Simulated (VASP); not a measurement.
# Au (a cell with a defect) in VASP: notebook, part 2 of 2

VASP 6.6.1.

## 3. Single point, PBE

INCAR reads:

```
SYSTEM = Au
ALGO     = Normal         ! electronic algorithm
EDIFF    = 1E-6           ! SCF threshold, eV
ENCUT    = 520            ! plane-wave cutoff, eV
GGA      = PE             ! functional
ISIF     = 2              ! what is computed and relaxed
ISMEAR   = 0              ! smearing method
LASPH    = .TRUE.         ! aspherical terms in the spheres
LCHARG   = .FALSE.        ! write CHGCAR
LREAL    = .FALSE.        ! projectors in reciprocal space
LWAVE    = .FALSE.        ! write WAVECAR
NBANDS   = 48             ! bands
NELM     = 80             ! most SCF steps
PREC     = Accurate       ! precision mode
SIGMA    = 0.1            ! smearing width, eV
```

KPOINTS reads:

```
k-points
0
G
  3 3 3
  0 0 0
```

POSCAR reads:

```
Au
1.0
    0.0000000000      4.1384880000      4.1384880000
    4.1384880000      0.0000000000      4.1384880000
    4.1384880000      4.1384880000      0.0000000000
Au
7
Direct
   -0.0070208008      0.0230839137     -0.0320173696
    0.0076687428      0.4861785270      0.0271845660
    0.0003207693      0.6196295604      0.4975760471
    0.5002817454     -0.0089228240     -0.0023941111
    0.4707483748      0.0231124266      0.4902284361
    0.5003729623      0.5032032230     -0.0024843614
    0.5299066954      0.4861675327      0.5048987698
```

Potentials or basis: VASP PAW PBE potentials, release 64 (Au).

Started as:

```
> cat potpaw_PBE.64/Au/POTCAR > POTCAR
> mpirun -np 1 vasp_std > vasp.out
```

OUTCAR:

```text
SYSTEM = Au
   EDIFF = 1E-6
   ENCUT = 520
   GGA = PE
   ISIF = 2
   ISMEAR = 0
   LASPH = .TRUE.
   LREAL = .FALSE.
   NELM = 80
   PREC = Accurate

 ion  position               nearest neighbor table
   1  0.993  0.023  0.968-   5 2.80   3 2.81   6 2.85   4 2.90   2 2.94   2 2.95   4 2.97   6 3.01
                             5 3.06   3 3.19
   2  0.008  0.486  0.027-   7 2.80   3 2.81   6 2.85   4 2.90   1 2.94   1 2.95   4 2.97   6 3.01
                             7 3.06   3 3.19
   3  0.000  0.620  0.498-   7 2.81   5 2.81   1 2.81   2 2.81   6 3.00   6 3.00   2 3.19   5 3.19
                             1 3.19   7 3.19
   4  0.500  0.991  0.998-   6 2.86   2 2.90   5 2.90   1 2.90   7 2.90   7 2.97   1 2.97   5 2.97
                             2 2.97   6 3.00
   5  0.471  0.023  0.490-   1 2.80   3 2.81   6 2.85   4 2.90   7 2.94   7 2.95   4 2.97   6 3.01
                             1 3.06   3 3.19
   6  0.500  0.503  0.998-   1 2.85   7 2.85   2 2.85   5 2.85   4 2.86   4 3.00   3 3.00   3 3.00
                             5 3.01   2 3.01   7 3.01   1 3.01
   7  0.530  0.486  0.505-   2 2.80   3 2.81   6 2.85   4 2.90   5 2.94   5 2.95   4 2.97   6 3.01
                             2 3.06   3 3.19

  LATTYP: Found a face centered cubic cell.
 ALAT       =     8.2769760000

  Lattice vectors:

 A1 = (   0.0000000000,   4.1384880000,   4.1384880000)
 A2 = (   4.1384880000,   0.0000000000,   4.1384880000)
 A3 = (   4.1384880000,   4.1384880000,   0.0000000000)

Analysis of symmetry for initial positions (statically):
=====================================================================
 Subroutine PRICEL returns:
 Original cell was already a primitive cell.

 Routine SETGRP: Setting up the symmetry group for a
 face centered cubic supercell.

 Subroutine GETGRP returns: Found  1 space group operations
 (whereof  1 operations were pure point group operations)
 out of a pool of 48 trial point group operations.

The static configuration has the point symmetry C_1 .

Analysis of symmetry for dynamics (positions and initial velocities):
[... 136 lines left out ...]
   LHFCALC =     F    Hartree Fock is set to
   AEXX    =    0.0000 exact exchange contribution
   IVDW    =     0    specifies the selected vdW correction
   LEPSILON=     F    determine dielectric tensor
   LRPA    =     F    only Hartree local field effects (RPA)
 non-spin polarized calculation
 Gauss-broadening in eV      SIGMA  =   0.10
  energy-cutoff  :      520.00
  volume of cell :      141.76
 maximum number of plane-waves:      3856
 NGX is ok and might be reduce to    48
   NGX = 21   NGY = 21   NGZ = 21

 number of electron      77.0000003 magnetization

 Free energy of the ion-electron system (eV)
  ---------------------------------------------------
  ext. energy  EPLUGINS =         0.00000000
  ---------------------------------------------------
  free energy    TOTEN  =       -21.38043215 eV

  energy without entropy =      -21.33549663  energy(sigma->0) =      -21.35796439

 E-fermi :   7.1099     XC(G=0): -11.5723

 val. band max:        7.0905910688   @ k =   0.0000   0.0000   0.0000
 cond. band min:       7.1704130018   @ k =   0.3333   0.0000  -0.3333
 fundamental gap:      0.0798219330
 Fermi energy:         7.1099294418

 k-point     1 :       0.0000    0.0000    0.0000
  band No.  band energies     occupation
      1      -1.6695      2.00000
      2       0.3741      2.00000
      3       0.5161      2.00000
      4       0.5913      2.00000
      5       0.6547      2.00000
      6       0.9853      2.00000
[... 703 lines left out ...]
     47      14.2521      0.00000
     48      16.0267      0.00000

------------------------ aborting loop because EDIFF is reached ----------------------------------------

  FORCE on cell =-STRESS in cart. coord.  units (eV):
  Direction    XX          YY          ZZ          XY          YZ          ZX
  --------------------------------------------------------------------------------------
  -------------------------------------------------------------------------------------
  Total       -3.0305368     -2.4114852     -3.0295663     -0.0008204      0.0005248     -0.4044541
  in kB      -34.2511417    -27.2546169    -34.2401726     -0.0092723      0.0059314     -4.5711418
  external PRESSURE =     -31.9153104 kB  Pullay stress =       0.0000000 kB

 VOLUME and BASIS-vectors are now :
 -----------------------------------------------------------------------------
  energy-cutoff  :      520.00
  volume of cell :      141.76
      direct lattice vectors                 reciprocal lattice vectors
     0.000000000  4.138488000  4.138488000    -0.120817071  0.120817071  0.120817071
     4.138488000  0.000000000  4.138488000     0.120817071 -0.120817071  0.120817071
     4.138488000  4.138488000  0.000000000     0.120817071  0.120817071 -0.120817071

 POSITION                                       TOTAL-FORCE (eV/Angst)
 -----------------------------------------------------------------------------------
      4.10152      8.11542      4.20496         0.157761      0.060496      0.014675
      2.12455      0.14424      2.04378         0.013835     -0.060815      0.157738
      4.62354      2.06054      2.56566        -0.476140      0.000336     -0.475880
      8.23014      6.19899      6.17197         0.003663      0.000002      0.004059
      2.12446      3.97699      2.04384         0.014478      0.060023      0.157580
      6.21071      6.19899      4.15329         0.128488      0.000182      0.127624
      4.10152      4.28253      4.20501         0.157915     -0.060224      0.014204
 -----------------------------------------------------------------------------------
    total drift:                               -0.000096      0.000022     -0.000155

  FREE ENERGIE OF THE ION-ELECTRON SYSTEM (eV)
  ---------------------------------------------------
  free  energy   TOTEN  =       -21.3804321474 eV

  energy  without entropy=      -21.3354966332  energy(sigma->0) =      -21.35796439
```

stdout:

```text
POSCAR found type information on POSCAR Au
 POSCAR found :  1 types and       7 ions
 scaLAPACK will be used
 LDA part: xc-table for (Slater+PW92), standard interpolation
 POSCAR, INCAR and KPOINTS ok, starting setup
 FFT: planning ... GRIDC
 FFT: planning ... GRID_SOFT
 FFT: planning ... GRID
 WAVECAR not read
 entering main loop
```

Wall time 72 s (1 thread of Intel Xeon Platinum 8488C (Sapphire Rapids), shared host); peak memory 0.33 GiB.

What came out:

```
Free energy            : -21.3804 eV
Pressure               : -3.2 GPa
Largest force          : 0.673 eV/Å
Band gap on the k mesh : none (metal or under the smearing width)
```

Forces in eV/Å, atoms in the order of the input:
```
Au   0.158  0.060  0.015
Au   0.014 -0.061  0.158
Au  -0.476  0.000 -0.476
Au   0.004  0.000  0.004
Au   0.014  0.060  0.158
Au   0.128  0.000  0.128
Au   0.158 -0.060  0.014
```

Caveat: the k mesh is coarse (spacing up to 0.44 Å⁻¹), so the values aren't converged. Spin-orbit coupling is left out, which matters for the levels of Au.
